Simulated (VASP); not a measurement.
# Bi2Te3 (R-3m) in VASP: a series of runs

One crystal, Bi2Te3, is run at these levels: PBE; tasks: single point.

Program: VASP 6.6.1. These are calculated values, not measurements. Logs are shortened: lines on timing, memory, paths and dates and some standing lists are left out, and cuts for length are marked.

**Measured values to compare with.**

“Vacancy and Antisite-Induced Ferromagnetism in Liquid-Phase Exfoliated Bi2Te3”, 2024, arxiv:2412.10539 quotes, for a bulk crystal of Bi2Te3: band gap 0.17 eV.

The results are compared with them further down.

**1. Starting point**

Symmetry: R-3m, No. 166, trigonal system. The conventional cell has a = 4.443 Å, b = 4.443 Å, c = 32.145 Å, α = 90.00°, β = 90.00°, γ = 120.00°. Around Bi (site symmetry 3m) lie 6 Te at 3.09 to 3.29 Å. Te (site symmetry 3m) is surrounded by 3 Bi at 3.09 Å. Te (site symmetry -3m) is surrounded by 6 Bi at 3.29 Å.

The cell is a database's computed one.

**2. Single point, PBE**

Input file INCAR:

```
ALGO     = Fast           # electronic algorithm
EDIFF    = 1E-7           # SCF threshold, eV
ENCUT    = 520            # plane-wave cutoff, eV
GGA      = PE             # functional
ISIF     = 2              # what is computed and relaxed
ISMEAR   = 0              # smearing method
LASPH    = T              # aspherical terms in the spheres
LCHARG   = F              # write CHGCAR
LREAL    = F              # projectors in reciprocal space
LWAVE    = F              # write WAVECAR
NBANDS   = 32             # bands
NELM     = 100            # most SCF steps
PREC     = Accurate       # precision mode
SIGMA    = 0.02           # smearing width, eV
```

Input file KPOINTS:

```
k-points
0
Gamma
  6 6 6
```

Input file POSCAR:

```
Bi2Te3
1.0
    2.2213128439      1.2824755667     10.7151058152
   -2.2213128439      1.2824755667     10.7151058152
    0.0000000000     -2.5649511384     10.7151058146
Bi Te
2 3
Direct
    0.6027536022      0.6027536022      0.6027536022
    0.3972463978      0.3972463978      0.3972463978
    0.7842204500      0.7842204500      0.7842204500
    0.0000000000      0.0000000000      0.0000000000
    0.2157795500      0.2157795500      0.2157795500
```

Potentials or basis: VASP PAW PBE potentials, release 64 (Bi_d, Te).

Started as:

```
cat potpaw_PBE.64/Bi_d/POTCAR potpaw_PBE.64/Te/POTCAR > POTCAR
mpirun -np 1 vasp_std > vasp.out
```

OUTCAR:

```text
EDIFF = 1E-7
   ENCUT = 520
   GGA = PE
   ISIF = 2
   ISMEAR = 0
   LASPH = T
   LREAL = F
   NELM = 100
   PREC = Accurate

 ion  position               nearest neighbor table
   1  0.603  0.603  0.603-   5 3.09   5 3.09   5 3.09   4 3.29   4 3.29   4 3.29
   2  0.397  0.397  0.397-   3 3.09   3 3.09   3 3.09   4 3.29   4 3.29   4 3.29
   3  0.784  0.784  0.784-   2 3.09   2 3.09   2 3.09
   4  0.000  0.000  0.000-   2 3.29   1 3.29   2 3.29   2 3.29   1 3.29   1 3.29
   5  0.216  0.216  0.216-   1 3.09   1 3.09   1 3.09

  LATTYP: Found a trigonal (rhomboedric) cell.
 ALAT       =    11.0178249651
 COS(alpha) =     0.9187061459

  Lattice vectors:

 A1 = (   2.2213128439,   1.2824755667,  10.7151058152)
 A2 = (  -2.2213128439,   1.2824755667,  10.7151058152)
 A3 = (   0.0000000000,  -2.5649511384,  10.7151058146)

Analysis of symmetry for initial positions (statically):
=====================================================================
 Subroutine PRICEL returns:
 Original cell was already a primitive cell.

 Routine SETGRP: Setting up the symmetry group for a
 trigonal (rhombohedral) supercell.

 Subroutine GETGRP returns: Found 12 space group operations
 (whereof 12 operations were pure point group operations)
 out of a pool of 12 trial point group operations.

The static configuration has the point symmetry D_3d.

Analysis of symmetry for dynamics (positions and initial velocities):
=====================================================================
 Subroutine PRICEL returns:
 Original cell was already a primitive cell.

 Routine SETGRP: Setting up the symmetry group for a
 trigonal (rhombohedral) supercell.

 Subroutine GETGRP returns: Found 12 space group operations
 (whereof 12 operations were pure point group operations)
 out of a pool of 12 trial point group operations.

The dynamic configuration has the point symmetry D_3d.

 Subroutine INISYM returns: Found 12 space group operations
 (whereof 12 operations are pure point group operations),
 and found     1 'primitive' translations

----------------------------------------------------------------------------------------

                                     Primitive cell

[... 95 lines left out ...]
   NELM   =    100;   NELMIN=  2; NELMDL= -5     # of ELM steps
   EDIFF  = 0.1E-06   stopping-criterion for ELM
   LREAL  =      F    real-space projection
   EDIFFG = 0.1E-05   stopping-criterion for IOM
   NSW    =      0    number of steps for IOM
   IBRION =     -1    ionic relax: 0-MD 1-quasi-New 2-CG
   NFREE  =      0    steps in history (QN), initial steepest desc. (CG)
   ISIF   =      2    stress and relaxation
   ISYM   =      2    0-nonsym 1-usesym 2-fastsym
   POTIM  = 0.5000    time-step for ionic-motion
   TEBEG  =    0.0;   TEEND  =   0.0 temperature during run
   PSTRESS=    0.0 pullay stress
   NELECT =      48.0000    total number of electrons
   NUPDOWN=      -1.0000    fix difference up-down
   EMIN   =  10.00;   EMAX   =-10.00  energy-range for DOS
   EFERMI =   0.00;   METHOD = LEGACY
   ISMEAR =     0;   SIGMA  =   0.02  broadening in eV -4-tet -1-fermi 0-gaus
   EFERMI_NEDOS =   21; number of points for ismear=-14 and -15
   IALGO  =     68    algorithm
   IMIX   =      4    mixing-type and parameters
     AMIX     =   0.40;   BMIX     =  1.00
     AMIX_MAG =   1.60;   BMIX_MAG =  1.00
  volume/ion in A,a.u.               =      36.63       247.19
  Fermi-wavevector in a.u.,A,eV,Ry     =   1.047658  1.979787 14.933595  1.097588
  Thomas-Fermi vector in A             =   2.182548
   LORBIT       =      0    0 simple, 1 ext, 2 COOP (PROOUT), +10 PAW based schemes
   GGA     = PE    functional components
   LHFCALC =     F    Hartree Fock is set to
   AEXX    =    0.0000 exact exchange contribution
   IVDW    =     0    specifies the selected vdW correction
   LEPSILON=     F    determine dielectric tensor
   LRPA    =     F    only Hartree local field effects (RPA)
 non-spin polarized calculation
 RMM-DIIS sequential band-by-band and
 Gauss-broadening in eV      SIGMA  =   0.02
  energy-cutoff  :      520.00
  volume of cell :      183.15
 maximum number of plane-waves:      4952
 NGX is ok and might be reduce to    84
   NGX = 41   NGY = 41   NGZ = 41

 number of electron      48.0000001 magnetization

 Free energy of the ion-electron system (eV)
  ---------------------------------------------------
  ext. energy  EPLUGINS =         0.00000000
  ---------------------------------------------------
  free energy    TOTEN  =       -18.39934271 eV

  energy without entropy =      -18.39934271  energy(sigma->0) =      -18.39934271

 E-fermi :   5.1409     XC(G=0):  -8.9294

 val. band max:        5.0330885523   @ k =   0.0000   0.0000   0.0000
 cond. band min:       5.5731110334   @ k =   0.0000   0.0000   0.0000
 fundamental gap:      0.5400224811
 Fermi energy:         5.1408693961

 k-point     1 :       0.0000    0.0000    0.0000
  band No.  band energies     occupation
      1     -17.8928      2.00000
      2     -17.8928      2.00000
      3     -17.8917      2.00000
      4     -17.8917      2.00000
      5     -17.8874      2.00000
      6     -17.8863      2.00000
[... 829 lines left out ...]
     31       9.6537      0.00000
     32      10.6815      0.00000

 [... further k-points ...]

------------------------ aborting loop because EDIFF is reached ----------------------------------------

  FORCE on cell =-STRESS in cart. coord.  units (eV):
  Direction    XX          YY          ZZ          XY          YZ          ZX
  --------------------------------------------------------------------------------------
  -------------------------------------------------------------------------------------
  Total       -0.0047839     -0.0047839     -0.0511936      0.0000000      0.0000000      0.0000000
  in kB       -0.0418491     -0.0418491     -0.4478366      0.0000000      0.0000000      0.0000000
  external PRESSURE =      -0.1771783 kB  Pullay stress =       0.0000000 kB

 VOLUME and BASIS-vectors are now :
 -----------------------------------------------------------------------------
  energy-cutoff  :      520.00
  volume of cell :      183.15
      direct lattice vectors                 reciprocal lattice vectors
     2.221312844  1.282475567 10.715105815     0.225092112  0.129956992  0.031108730
    -2.221312844  1.282475567 10.715105815    -0.225092112  0.129956992  0.031108730
     0.000000000 -2.564951138 10.715105815     0.000000000 -0.259913983  0.031108730

 POSITION                                       TOTAL-FORCE (eV/Angst)
 -----------------------------------------------------------------------------------
      0.00000     -0.00000     19.37571         0.000000     -0.000000      0.011652
      0.00000     -0.00000     12.76961         0.000000      0.000000     -0.011652
      0.00000     -0.00000     25.20902         0.000000     -0.000000      0.012737
      0.00000      0.00000      0.00000         0.000000      0.000000     -0.000000
      0.00000     -0.00000      6.93630         0.000000      0.000000     -0.012737
 -----------------------------------------------------------------------------------
    total drift:                               -0.000000     -0.000000      0.000000

  FREE ENERGIE OF THE ION-ELECTRON SYSTEM (eV)
  ---------------------------------------------------
  free  energy   TOTEN  =       -18.3993427144 eV

  energy  without entropy=      -18.3993427144  energy(sigma->0) =      -18.39934271
```

It took 19 min on 1 thread of Intel Xeon 6975P-C (Granite Rapids), shared host; peak memory 1.1 GiB.

Results:

```yaml
Free_energy: -18.3993 eV
Pressure: 0.0 GPa
Largest_force: 0.013 eV/Å
Band_gap_on_the_k_mesh: 0.54 eV, direct
```

Forces in eV/Å, atoms in the order of the input:
```
Bi   0.000  0.000  0.012
Bi   0.000  0.000 -0.012
Te   0.000  0.000  0.013
Te   0.000  0.000  0.000
Te   0.000  0.000 -0.013
```

Levels at points of the mesh, in eV from the valence-band top:
```csv
k point,band 21,band 22,band 23,band 24,band 25,band 26,band 27,band 28
"(0.00, 0.00, 0.00)",-1.26,-0.58,-0.58,0.00,0.54,1.12,1.12,2.07
"(0.50, 0.00, 0.00)",-2.34,-1.66,-0.69,-0.47,0.93,1.66,2.69,3.03
"(0.50, 0.50, 0.00)",-1.61,-1.42,-0.96,-0.86,1.42,1.54,2.17,2.87
"(0.50, 0.50, 0.50)",-1.15,-0.70,-0.70,-0.26,0.81,1.34,1.34,1.95
```

Caveat: spin-orbit coupling is left out, which as a rule narrows the gap of such compounds by several tenths of an eV.

**3. Single point, PBE**

This run uses another cell than the first one, of 36.35 Å³/atom, 0.992 times its volume.

Input file INCAR:

```
SYSTEM = Bi2Te3
ALGO = Fast
EDIFF = 1E-6
ENCUT = 520
GGA = PE
ISIF = 2
ISMEAR = 0
LASPH = .TRUE.
LCHARG = .FALSE.
LREAL = .FALSE.
LWAVE = .FALSE.
NBANDS = 32
NELM = 100
PREC = Accurate
SIGMA = 0.1
```

Input file KPOINTS:

```
k-points
0
G
  6 6 6
  0 0 0
```

Input file POSCAR:

```
Bi2Te3
1.0
    2.2090652000      1.2754044500     10.7524328200
   -2.2090652000      1.2754044500     10.7524328200
    0.0000000000     -2.5508089100     10.7524328200
Bi Te
2 3
Direct
    0.6031702200      0.6031702200      0.6031702200
    0.3968297800      0.3968297800      0.3968297800
    0.7831922800      0.7831922800      0.7831922800
    0.0000000000      0.0000000000      0.0000000000
    0.2168077400      0.2168077400      0.2168077400
```

Potentials or basis: VASP PAW PBE potentials, release 64 (Bi_d, Te).

Started as:

```
cat potpaw_PBE.64/Bi_d/POTCAR potpaw_PBE.64/Te/POTCAR > POTCAR
mpirun -np 1 vasp_std > vasp.out
```

OUTCAR:

```text
SYSTEM = Bi2Te3
   EDIFF = 1E-6
   ENCUT = 520
   GGA = PE
   ISIF = 2
   ISMEAR = 0
   LASPH = .TRUE.
   LREAL = .FALSE.
   NELM = 100
   PREC = Accurate

 ion  position               nearest neighbor table
   1  0.603  0.603  0.603-   5 3.07   5 3.07   5 3.07   4 3.27   4 3.27   4 3.27
   2  0.397  0.397  0.397-   3 3.07   3 3.07   3 3.07   4 3.27   4 3.27   4 3.27
   3  0.783  0.783  0.783-   2 3.07   2 3.07   2 3.07
   4  0.000  0.000  0.000-   1 3.27   1 3.27   2 3.27   2 3.27   1 3.27   2 3.27
   5  0.217  0.217  0.217-   1 3.07   1 3.07   1 3.07

  LATTYP: Found a trigonal (rhomboedric) cell.
 ALAT       =    11.0508568499
 COS(alpha) =     0.9200800525

  Lattice vectors:

 A1 = (   2.2090652000,   1.2754044500,  10.7524328200)
 A2 = (  -2.2090652000,   1.2754044500,  10.7524328200)
 A3 = (   0.0000000000,  -2.5508089100,  10.7524328200)

Analysis of symmetry for initial positions (statically):
=====================================================================
 Subroutine PRICEL returns:
 Original cell was already a primitive cell.

 Routine SETGRP: Setting up the symmetry group for a
 trigonal (rhombohedral) supercell.

 Subroutine GETGRP returns: Found 12 space group operations
 (whereof 12 operations were pure point group operations)
 out of a pool of 12 trial point group operations.

The static configuration has the point symmetry D_3d.

Analysis of symmetry for dynamics (positions and initial velocities):
=====================================================================
 Subroutine PRICEL returns:
 Original cell was already a primitive cell.

 Routine SETGRP: Setting up the symmetry group for a
 trigonal (rhombohedral) supercell.

[... 126 lines left out ...]
   EFERMI_NEDOS =   21; number of points for ismear=-14 and -15
   IALGO  =     68    algorithm
   IMIX   =      4    mixing-type and parameters
     AMIX     =   0.40;   BMIX     =  1.00
     AMIX_MAG =   1.60;   BMIX_MAG =  1.00
  volume/ion in A,a.u.               =      36.35       245.32
  Fermi-wavevector in a.u.,A,eV,Ry     =   1.050309  1.984796 15.009254  1.103149
  Thomas-Fermi vector in A             =   2.185307
   LORBIT       =      0    0 simple, 1 ext, 2 COOP (PROOUT), +10 PAW based schemes
   GGA     = PE    functional components
   LHFCALC =     F    Hartree Fock is set to
   AEXX    =    0.0000 exact exchange contribution
   IVDW    =     0    specifies the selected vdW correction
   LEPSILON=     F    determine dielectric tensor
   LRPA    =     F    only Hartree local field effects (RPA)
 non-spin polarized calculation
 RMM-DIIS sequential band-by-band and
 Gauss-broadening in eV      SIGMA  =   0.10
  energy-cutoff  :      520.00
  volume of cell :      181.77
 maximum number of plane-waves:      4920
 NGX is ok and might be reduce to    84
   NGX = 41   NGY = 41   NGZ = 41

 number of electron      47.9999999 magnetization

 Free energy of the ion-electron system (eV)
  ---------------------------------------------------
  ext. energy  EPLUGINS =         0.00000000
  ---------------------------------------------------
  free energy    TOTEN  =       -18.39172353 eV

  energy without entropy =      -18.39172345  energy(sigma->0) =      -18.39172349

 E-fermi :   5.3835     XC(G=0):  -8.9517

 val. band max:        5.0845170653   @ k =   0.0000   0.0000   0.0000
 cond. band min:       5.6817558059   @ k =   0.0000   0.0000   0.0000
 fundamental gap:      0.5972387406
 Fermi energy:         5.3834595286

 k-point     1 :       0.0000    0.0000    0.0000
  band No.  band energies     occupation
      1     -17.8122      2.00000
      2     -17.8122      2.00000
      3     -17.8109      2.00000
      4     -17.8109      2.00000
      5     -17.8054      2.00000
      6     -17.8042      2.00000
[... 829 lines left out ...]
     31       9.8012      0.00000
     32      10.7581      0.00000

 [... further k-points ...]

------------------------ aborting loop because EDIFF is reached ----------------------------------------

  FORCE on cell =-STRESS in cart. coord.  units (eV):
  Direction    XX          YY          ZZ          XY          YZ          ZX
  --------------------------------------------------------------------------------------
  -------------------------------------------------------------------------------------
  Total        0.8334229      0.8334230      0.7947916      0.0000000     -0.0000000     -0.0000000
  in kB        7.3461797      7.3461805      7.0056652      0.0000000     -0.0000000     -0.0000000
  external PRESSURE =       7.2326752 kB  Pullay stress =       0.0000000 kB

 VOLUME and BASIS-vectors are now :
 -----------------------------------------------------------------------------
  energy-cutoff  :      520.00
  volume of cell :      181.77
      direct lattice vectors                 reciprocal lattice vectors
     2.209065200  1.275404450 10.752432820     0.226340083  0.130677501  0.031000736
    -2.209065200  1.275404450 10.752432820    -0.226340083  0.130677501  0.031000736
     0.000000000 -2.550808910 10.752432820     0.000000000 -0.261355002  0.031000736

 POSITION                                       TOTAL-FORCE (eV/Angst)
 -----------------------------------------------------------------------------------
      0.00000     -0.00000     19.45664         0.000000     -0.000000      0.085803
      0.00000     -0.00000     12.80066         0.000000      0.000000     -0.085803
      0.00000     -0.00000     25.26367         0.000000     -0.000000      0.156398
      0.00000      0.00000      0.00000         0.000000     -0.000000      0.000000
      0.00000     -0.00000      6.99363         0.000000      0.000000     -0.156398
 -----------------------------------------------------------------------------------
    total drift:                               -0.000000     -0.000000     -0.000179

  FREE ENERGIE OF THE ION-ELECTRON SYSTEM (eV)
  ---------------------------------------------------
  free  energy   TOTEN  =       -18.3917235290 eV

  energy  without entropy=      -18.3917234548  energy(sigma->0) =      -18.39172349
```

OSZICAR:

```text
N       E                     dE             d eps       ncg     rms          rms(c)
DAV:   1     0.426776133946E+03    0.42678E+03   -0.21448E+04  2048   0.142E+03
DAV:   2     0.268109750016E+02   -0.39997E+03   -0.38394E+03  2136   0.367E+02
DAV:   3    -0.168470248406E+02   -0.43658E+02   -0.41880E+02  2648   0.135E+02
DAV:   4    -0.186291998424E+02   -0.17822E+01   -0.17766E+01  2256   0.293E+01
DAV:   5    -0.187149349440E+02   -0.85735E-01   -0.85731E-01  3080   0.631E+00    0.653E+00
RMM:   6    -0.183886497771E+02    0.32629E+00   -0.51889E-01  2291   0.341E+00    0.433E+00
RMM:   7    -0.183913656733E+02   -0.27159E-02   -0.15963E-01  2535   0.173E+00    0.159E+00
RMM:   8    -0.183914946552E+02   -0.12898E-03   -0.17099E-02  2654   0.113E+00    0.309E-01
RMM:   9    -0.183914780804E+02    0.16575E-04   -0.58449E-03  2744   0.547E-01    0.139E-01
RMM:  10    -0.183916835965E+02   -0.20552E-03   -0.15847E-03  3005   0.305E-01    0.349E-02
RMM:  11    -0.183917193028E+02   -0.35706E-04   -0.50491E-04  3291   0.161E-01    0.410E-02
RMM:  12    -0.183917232275E+02   -0.39247E-05   -0.40812E-05  3138   0.412E-02    0.431E-02
RMM:  13    -0.183917235290E+02   -0.30146E-06   -0.75020E-06  2106   0.166E-02
   1 F= -.18391724E+02 E0= -.18391723E+02  d E =-.741142E-07
```

Wall time 15 min (1 thread of Intel Xeon 6975P-C (Granite Rapids), shared host); peak memory 1.2 GiB.

What came out:

| Item | Value |
| --- | --- |
| Free energy | -18.3917 eV |
| Pressure | 0.7 GPa |
| Largest force | 0.156 eV/Å |
| Band gap on the k mesh | 0.60 eV, direct |

Forces in eV/Å, atoms in the order of the input:
```
Bi   0.000  0.000  0.086
Bi   0.000  0.000 -0.086
Te   0.000  0.000  0.156
Te   0.000  0.000  0.000
Te   0.000  0.000 -0.156
```

Levels at points of the mesh, in eV from the valence-band top:
```
           k point  band 22  band 23  band 24  band 25  band 26  band 27
(0.00, 0.00, 0.00)    -0.56    -0.56     0.00     0.60     1.18     1.18
(0.50, 0.00, 0.00)    -1.62    -0.68    -0.47     0.99     1.75     2.72
(0.50, 0.50, 0.00)    -1.37    -0.92    -0.87     1.48     1.57     2.23
(0.50, 0.50, 0.50)    -0.66    -0.66    -0.24     0.82     1.38     1.38
```

Caveat: spin-orbit coupling is left out, which as a rule narrows the gap of such compounds by several tenths of an eV.

**4. Comparison with measurements**

Step 2. Measured gap of Bi2Te3: 0.17 eV (quoted in “Vacancy and Antisite-Induced Ferromagnetism in Liquid-Phase Exfoliated Bi2Te3”, 2024, arxiv:2412.10539). This calculation gives 0.54 eV (+0.37 eV). Spin-orbit coupling on Bi, Te is left out. The value is that of PBE on a finite k mesh, which can miss the band edges, without temperature or zero-point motion. The cell is a database's relaxed one, not the measured one, which moves gaps too.

Step 3. A measured gap of Bi2Te3 is 0.17 eV (quoted in “Vacancy and Antisite-Induced Ferromagnetism in Liquid-Phase Exfoliated Bi2Te3”, 2024, arxiv:2412.10539); the calculated 0.60 eV misses it by +0.43 eV. Spin-orbit coupling on Bi, Te is left out. The value is that of PBE on a finite k mesh, which can miss the band edges, without temperature or zero-point motion. The cell is a database's relaxed one, not the measured one, which moves gaps too.
